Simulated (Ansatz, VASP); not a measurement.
# LiCl in VASP and in Ansatz

```
Cl Li
1.0
     4.00186    0.00000    0.00000
    -2.00093    3.46571    0.00000
     0.00000    0.00000    6.48184
Cl Li
2 2
Direct
  0.33333 0.66667 0.99898
  0.66667 0.33333 0.49898
  0.33333 0.66667 0.37602
  0.66667 0.33333 0.87602
```

Measurements of this composition are mostly on another form, of space group No. 225.

Alike in both runs: task single point; functional PBE; k mesh 8 × 8 × 4; occupations fermi-dirac, width 0.05 eV; no spin polarisation.

|  | VASP | Ansatz |
| --- | --- | --- |
| version | VASP 6.6.1 | Ansatz 0.2.0 |
| potentials or method | VASP PAW PBE potentials, release 64 (Cl, Li_sv) | Ansatz PAW |
| plane-wave cutoff (eV) | 520 | 420 |
| valence electrons in the cell | 20 | 20 |

Ansatz gave:

* gap on the k mesh at the Fermi level (eV): 5.74
* least direct gap on the mesh (eV): 5.74
* rms of the force components (eV/Å): 0.008

Question: Estimate VASP's values.

Answer: gap on the k mesh at the Fermi level (eV): 5.75; least direct gap on the mesh (eV): 5.75; rms of the force components (eV/Å): 0.008.

Atom by atom the forces differ by 0.000 eV/Å (rms over components). The functional is the same, so the differences come from potentials, cutoffs and numerics.

 A k mesh can miss the band edges.
